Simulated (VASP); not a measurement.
Wanted: the native input for a VASP 6.6.1 run.

```
Task                    : density of states
Functional              : rev-vdW-DF2
Potentials or basis     : VASP PAW PBE potentials, release 64 (V_sv)
Cutoff                  : 520 eV
k mesh                  : 12 × 12 × 12
Occupations             : methfessel-paxton, width 0.2 eV
Spin                    : collinear spin, ferromagnetic start
Starting moments        : [2.0] μB
Hubbard terms           : V d U = 4 eV, J = 0.9 eV
LDAUTYPE                : 1
Hund's J                : 0.9
k mesh for the DOS      : 18 × 18 × 18
Occupations for the DOS : tetrahedron
Further INCAR settings  : ALGO = Fast; EDIFF = 1e-06; NBANDS = 16
```

The system is V.

```xyz
1
Lattice="-1.5144 1.5144 1.5144 1.5144 -1.5144 1.5144 1.5144 1.5144 -1.5144" Properties=species:S:1:pos:R:3 pbc="T T T"
V     0.0000    0.0000    0.0000
```

These files were run (other wordings do the same):

POSCAR

```
V
1.0
   -1.5143500000      1.5143500000      1.5143500000
    1.5143500000     -1.5143500000      1.5143500000
    1.5143500000      1.5143500000     -1.5143500000
V
1
Direct
    0.0000000000      0.0000000000      0.0000000000
```

INCAR.step1

```
AGGAC = 0.0 ; ALGO = Fast
EDIFF = 1E-6 ; ENCUT = 520
GGA = MK ; ISIF = 2
ISMEAR = 1 ; ISPIN = 2
LASPH = True ; LCHARG = True
LDAU = True ; LDAUJ = 0.9
LDAUL = 2 ; LDAUPRINT = 1
LDAUTYPE = 1 ; LDAUU = 4
LMAXMIX = 4 ; LREAL = False
LUSE_VDW = True ; LWAVE = False
MAGMOM = 2 ; NBANDS = 16
NELM = 120 ; PARAM1 = 0.1234
PARAM2 = 0.711357 ; PREC = Accurate
SIGMA = 0.2 ; ZAB_VDW = -1.8867
```

KPOINTS.step1

```
k-points
0
Gamma
  12 12 12
```

INCAR.step2

```
AGGAC = 0.0 ; ALGO = Fast
EDIFF = 1E-6 ; ENCUT = 520
GGA = MK ; ICHARG = 11
ISIF = 2 ; ISMEAR = -5
ISPIN = 2 ; LASPH = True
LCHARG = False ; LDAU = True
LDAUJ = 0.9 ; LDAUL = 2
LDAUPRINT = 1 ; LDAUTYPE = 1
LDAUU = 4 ; LMAXMIX = 4
LORBIT = 10 ; LREAL = False
LUSE_VDW = True ; LWAVE = False
MAGMOM = 2 ; NBANDS = 16
NEDOS = 2001 ; NELM = 120
PARAM1 = 0.1234 ; PARAM2 = 0.711357
PREC = Accurate ; SIGMA = 0.2
ZAB_VDW = -1.8867
```

KPOINTS.step2

```
k-points
0
Gamma
  18 18 18
```

Potentials or basis: VASP PAW PBE potentials, release 64 (V_sv).

Run with:

```sh
$ cat potpaw_PBE.64/V_sv/POTCAR > POTCAR
$ cp INCAR.step1 INCAR
$ cp KPOINTS.step1 KPOINTS
$ mpirun -np 1 vasp_std > vasp.out
$ cp INCAR.step2 INCAR
$ cp KPOINTS.step2 KPOINTS
$ mpirun -np 1 vasp_std > vasp.out
```

It gave:

```yaml
Net_moment: 0.92 μB per cell
Site_moments: V +0.81 μB
Valence_electrons_inside_the_program's_atomic_spheres: V 11.57
```

Caveat: the U is typed as a test and isn't derived for this compound.

It took 60 s on 1 thread of Intel(R) Xeon(R) Platinum 8488C (Sapphire Rapids) (shared host), peak memory 0.28 GiB.
